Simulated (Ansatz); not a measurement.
# Sb: largest V_zz and pressure as volume scale varies

Results calculated with Ansatz 0.2.0, not measured. Periodic Kohn-Sham DFT of a crystal at fixed atoms, scaled to volume_scale times the given cell; pressure positive in compression, energy less spherical unpolarised free atoms, largest_vzz the field gradient of largest size among the nuclei.

The cell before it is scaled or strained (space group P6_3/mmc, No. 194):
```
cell vectors (Å)
   3.3690     0.0000     0.0000
  -1.6845     2.9176     0.0000
   0.0000     0.0000     5.3300
atoms (fractions of the cell vectors)
Sb  0.33333  0.66667  0.25000
Sb  0.66667  0.33333  0.75000
```

Settings of every row: method frozen-core PAW; functional PBEsol; relativity scalar; k mesh 12x12x7; filling fermi-dirac; smearing width 0.05 eV; wave cutoff 420 eV; paw set soft_2.

Atom start moment: 0 on all atoms.

Limits: PAW files made with PBE; field gradient without spin-orbit coupling on heavy atoms; no gap: field gradients move with the k mesh; no spin-orbit coupling on heavy atoms.

| row | volume scale | V (Å³/atom) | largest V_zz (1e21 V/m^2) | pressure (GPa) |
| --- | --- | --- | --- | --- |
| 1 | 0.94 | 24.624 | 2.034 | 4.622 |
| 2 | 0.99 | 25.933 | ? | ? |
| 3 | 1 | 26.196 | 2.267 | -0.154 |
| 4 | 1.01 | 26.457 | 2.304 | -0.819 |
| 5 | 1.04 | 27.243 | 2.395 | -2.619 |
| 6 | 1.06 | 27.767 | 2.445 | -3.669 |

Question: what largest V_zz and pressure should row 2 give?

Worked fit of largest V_zz. Take t = volume scale − 1. The shown rows have t = -0.06, 0, 0.01, 0.04, 0.06. Least squares give largest V_zz = 2.2691 + 3.435 × t − 8.13 × t² 1e21 V/m^2; a straight line predicts inner rows, each left out in turn, worse (root mean square 0.014 against 0.003 1e21 V/m^2). The rows lie off it by 0.000, -0.002, 0.001, 0.002, -0.001. The withheld row has t = -0.01, so the fit gives 2.2691 + 3.435 × (-0.01) − 8.13 × (-0.01)² = 2.234 1e21 V/m^2.

The calculation gave 2.228 1e21 V/m^2. The fit lies 0.006 1e21 V/m^2 (1.5 % of the column's range) above it; its largest miss of a shown row is 0.002 1e21 V/m^2.

Worked fit of pressure. Take u = (V_r/V)^(2/3) − 1 with V_r = 26.457 Å³ an atom, which is twice the finite (Eulerian) strain; such expansions in the strain, on which the Birch-Murnaghan equation of state is built, carry the rest volume and the bulk modulus. The shown rows have u = 0.04903, 0.00663, 0, -0.01933, -0.0317. Least squares give pressure = −0.8178 + 98.197 × u + 260.1 × u² GPa; a straight line predicts inner rows, each left out in turn, worse (root mean square 0.21 against 0.0019 GPa). The rows lie off it by 0.000, 0.001, -0.001, 0.000, 0.000. The pressure vanishes at u = 0.0082, or V = 26.14 Å³ an atom, and there the bulk modulus at fixed shape and fractions is B = −V dP/dV = (2/3)(1 + u) dP/du = 68.8 GPa. Letting shape and atoms relax would as a rule lower it, by much in layered, chain or molecular crystals. The withheld row has u = 0.01343, so the fit gives −0.8178 + 98.197 × (0.01343) + 260.1 × (0.01343)² = 0.548 GPa.

The calculation gave 0.546 GPa. The fit lies 0.002 GPa (0.024 % of the column's range) above it; its largest miss of a shown row is 0.001 GPa.
